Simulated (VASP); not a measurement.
# TiS2 (P-3m1) in VASP: notebook, part 2 of 2

VASP 6.6.1. Earlier steps stand in the parts before.

## Step 3: Relaxation of cell and atoms, PBE

This run uses another cell than the first one, of 21.79 Å³/atom, 1.138 times its volume.

Contents of INCAR:

```
ALGO     = Normal         # electronic algorithm
EDIFF    = 1E-7           # SCF threshold, eV
EDIFFG   = -0.005         # ionic threshold
ENCUT    = 600            # plane-wave cutoff, eV
GGA      = PE             # functional
IBRION   = 2              # ionic algorithm
ISIF     = 3              # what is computed and relaxed
ISMEAR   = 1              # smearing method
LASPH    = True           # aspherical terms in the spheres
LCHARG   = False          # write CHGCAR
LREAL    = False          # projectors in reciprocal space
LWAVE    = False          # write WAVECAR
NELM     = 80             # most SCF steps
NSW      = 90             # ionic steps
PREC     = Accurate       # precision mode
SIGMA    = 0.1            # smearing width, eV
```

Contents of KPOINTS:

```
k-points
0
Gamma
  12 12 7
```

Contents of POSCAR:

```
TiS2                                    
1.0
    3.4149543403     -0.0000000000     -0.0000000000
   -1.7074771701      2.9574372137      0.0000000000
    0.0000000000     -0.0000000000      6.4712795188
  Ti              S             
     1     2
Direct
     0.0000000000000000    0.0000000000000000    0.0000000000000000
     0.3333333300000021    0.6666666699999979    0.2193472268329907
     0.6666666699999979    0.3333333300000021    0.7806527731670093
```

Potentials or basis: VASP PAW PBE potentials, release 64 (Ti_sv, S).

On the command line:

```bash
> cat potpaw_PBE.64/Ti_sv/POTCAR potpaw_PBE.64/S/POTCAR > POTCAR
> mpirun -np 1 vasp_std > vasp.out
```

OUTCAR:

```text
EDIFF = 1E-7
   EDIFFG = -0.005
   ENCUT = 600
   GGA = PE
   IBRION = 2
   ISIF = 3
   ISMEAR = 1
   LASPH = True
   LREAL = False
   NELM = 80
   NSW = 90
   PREC = Accurate

 ion  position               nearest neighbor table
   1  0.000  0.000  0.000-   2 2.43   3 2.43   3 2.43   2 2.43   3 2.43   2 2.43
   2  0.333  0.667  0.219-   1 2.43   1 2.43   1 2.43
   3  0.667  0.333  0.781-   1 2.43   1 2.43   1 2.43

  LATTYP: Found a hexagonal cell.
 ALAT       =     3.4149543403
 C/A-ratio  =     1.8949827359

  Lattice vectors:

 A1 = (   3.4149543403,   0.0000000000,   0.0000000000)
 A2 = (  -1.7074771701,   2.9574372137,   0.0000000000)
 A3 = (   0.0000000000,   0.0000000000,   6.4712795188)

Analysis of symmetry for initial positions (statically):
=====================================================================
[... 298 lines left out ...]
 E-fermi :   4.0851     XC(G=0):  -9.2532

 val. band max:        4.0757462460   @ k =   0.0000   0.0000   0.2857
 cond. band min:       4.0888502259   @ k =   0.0000   0.0000   0.1429
 fundamental gap:      0.0131039799
 Fermi energy:         4.0850768637

 k-point     1 :       0.0000    0.0000    0.0000
  band No.  band energies     occupation
      1     -53.6479      2.00000
      2     -29.8719      2.00000
      3     -29.8224      2.00000
      4     -29.8224      2.00000
      5      -9.4934      2.00000
      6      -8.1782      2.00000
[... 433 lines left out ...]
      3     -29.8541      2.00000
      4     -29.8297      2.00000
      5      -9.1714      2.00000
      6      -8.1085      2.00000
[... 8 lines left out ...]
     15       5.5418     -0.00000
     16       7.0156      0.00000

 [... further k-points ...]

------------------------ aborting loop because EDIFF is reached ----------------------------------------

  FORCE on cell =-STRESS in cart. coord.  units (eV):
  Direction    XX          YY          ZZ          XY          YZ          ZX
  --------------------------------------------------------------------------------------
  -------------------------------------------------------------------------------------
  Total        0.0037924      0.0037924      0.0069703      0.0000000     -0.0000000      0.0000000
  in kB        0.0930187      0.0930187      0.1709637      0.0000000     -0.0000000      0.0000000
  external PRESSURE =       0.1190004 kB  Pullay stress =       0.0000000 kB
[... 18 lines left out ...]
  FREE ENERGIE OF THE ION-ELECTRON SYSTEM (eV)
  ---------------------------------------------------
  free  energy   TOTEN  =       -19.9648835646 eV

  energy  without entropy=      -19.9645742580  energy(sigma->0) =      -19.96478046

 reached required accuracy - stopping structural energy minimisation
```

OSZICAR:

```text
N       E                     dE             d eps       ncg     rms          rms(c)
DAV:   1     0.223673108141E+03    0.22367E+03   -0.12799E+04  3584   0.164E+03
DAV:   2     0.138792395908E+01   -0.22229E+03   -0.22022E+03  3896   0.394E+02
DAV:   3    -0.230917380402E+02   -0.24480E+02   -0.23962E+02  5672   0.116E+02
DAV:   4    -0.238307108025E+02   -0.73897E+00   -0.73868E+00  4768   0.209E+01
[... 32 lines left out ...]
DAV:   2    -0.199649090140E+02    0.72681E-05   -0.47015E-04  4656   0.171E-01    0.398E-02
DAV:   3    -0.199648875896E+02    0.21424E-04   -0.18631E-04  4744   0.101E-01    0.136E-02
DAV:   4    -0.199648838035E+02    0.37861E-05   -0.13273E-05  4344   0.285E-02    0.375E-03
DAV:   5    -0.199648836607E+02    0.14280E-06   -0.12001E-06  4776   0.801E-03    0.245E-03
DAV:   6    -0.199648835646E+02    0.96098E-07   -0.92888E-08  2208   0.250E-03
   4 F= -.19964884E+02 E0= -.19964780E+02  d E =-.517387E-05
```

Run time: 2.7 min. Hardware: 1 thread of Intel Xeon 6975P-C (Granite Rapids), shared host; peak memory 0.3 GiB.

What came out:

```yaml
Free_energy: -19.9649 eV
Relaxed_volume: 21.77 Å³/atom
Relaxed_cell: a = 3.413 Å, b = 3.413 Å, c = 6.475 Å, α = 90.00°, β = 90.00°, γ = 120.00°
Space_group_after_relaxing_to_0.05_Å: P-3m1 (No. 164)
Energy_gained_by_relaxing: 0.0 meV/atom
Ionic_steps: 4
Pressure_after_relaxing: 0.0 GPa
Band_gap_on_the_k_mesh: none (metal or under the smearing width)
```

Final structure:
```cif
data_structure
_symmetry_space_group_name_H-M 'P 1'
_symmetry_Int_Tables_number 1
_cell_length_a 3.4131
_cell_length_b 3.4131
_cell_length_c 6.4747
_cell_angle_alpha 90.000
_cell_angle_beta 90.000
_cell_angle_gamma 120.000
_cell_volume 65.32
loop_
_atom_site_label
_atom_site_type_symbol
_atom_site_fract_x
_atom_site_fract_y
_atom_site_fract_z
_atom_site_occupancy
Ti1 Ti 0.00000 0.00000 0.00000 1
S1 S 0.33333 0.66667 0.21938 1
S2 S 0.66667 0.33333 0.78062 1
```

Levels at points of the mesh, in eV from the Fermi level:
```csv
k point,band 8,band 9,band 10,band 11,band 12,band 13,band 14,band 15,band 16
"(0.00, 0.00, 0.00)",-2.78,-2.78,-0.82,0.01,0.01,0.43,0.43,0.90,3.55
"(0.50, 0.00, 0.00)",-3.96,-2.87,-2.72,-2.19,-1.44,0.12,1.45,1.85,3.62
```

Caveat: this functional lacks dispersion, which binds the layers, so the pressure and a relaxed spacing across them are unreliable.
